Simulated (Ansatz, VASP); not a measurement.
**Al: VASP beside Ansatz**

File INCAR:

```
SYSTEM = Al
PREC = Accurate
ENCUT = 600
EDIFF = 1E-6
ISMEAR = -1
SIGMA = 0.08
LREAL = .FALSE.
LASPH = .TRUE.
NELM = 100
ALGO = Normal
ISIF = 4
LWAVE = .FALSE.
LCHARG = .FALSE.
GGA = PE
IBRION = 2
NSW = 50
EDIFFG = -0.005
```

The input KPOINTS:

```
regular mesh
0
G
  16 16 15
  0 0 0
```

The input POSCAR:

```
Al
1.0
    2.5596600569      0.0000000000      0.0000000000
   -1.2798300284      2.2167306343      0.0000000000
    0.0000000000      0.0000000000      2.5810627949
Al
1
Direct
    0.0000000000      0.0000000000      0.0000000000
```

Input for Ansatz:

```yaml
crystal:
  lattice:
    - [2.5596600569, 0.0, 0.0]
    - [-1.2798300284, 2.2167306343, 0.0]
    - [0.0, 0.0, 2.5810627949]
  atoms:
    - { symbol: Al, position: [0.0, 0.0, 0.0] }
kpoints:
  mp_grid: { grid: [16, 16, 15] }
scf:
  occupations: { method: fermi_dirac, width: 0.08 }
hamiltonian:
  xc: pbe
  pseudopotentials: { kind: paw }
output:
  forces: true
  stress: true
relax:
  f_tol: 0.005
  max_steps: 30
  cell: { stress_tol: 0.13, fix: [volume] }
```

Alike in both runs: task relaxation of shape and atoms at fixed volume; functional PBE; k mesh 16 × 16 × 15; occupations fermi-dirac, width 0.08 eV; no spin polarisation.

|  | VASP | Ansatz |
| --- | --- | --- |
| version | VASP 6.6.1 | Ansatz 0.2.0 |
| potentials or method | VASP PAW PBE potentials, release 64 (Al) | PAW with Ansatz's default frozen-core files, scalar-relativistic |
| plane-wave cutoff (eV) | 600 | 420 |
| valence electrons in the cell | 3 | 3 |

|  | VASP | Ansatz | Ansatz less VASP |
| --- | --- | --- | --- |
| relaxed volume (Å³/atom) | 14.65 | 14.65 | 0.000 |
| relaxed cell length with the largest relative difference (Å) | 2.557 | 2.557 | -0.0007 |
| energy change over the relaxation (meV/atom) | -2 | -2 | 0.0 |
